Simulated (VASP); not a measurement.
Crystal: BN.

```
N B
1.0
     2.49824    0.00000    0.00000
    -1.24912    2.16354    0.00000
     0.00000    0.00000    6.63570
N B
2 2
Cartesian
  1.2491 0.7212 1.6589
  0.0000 1.4424 4.9768
  1.2491 0.7212 4.9768
  0.0000 1.4424 1.6589
```

Program: VASP 6.6.1. Alike in all runs: task band structure; potentials or basis VASP PAW PBE potentials, release 64 (N, B); no spin polarisation; cell as given; k mesh 8 × 8 × 4; cutoff (eV) 520; smearing gaussian 0.02 eV.

Order these runs on this cell by their band gap on the k mesh, lowest first.
A. level HSE03
B. level PBE0; exchange at q = 0 truncated
C. level HSE06; screening parameter 0.2 1/A

A (5.34 eV), C (5.60 eV), B (6.34 eV).

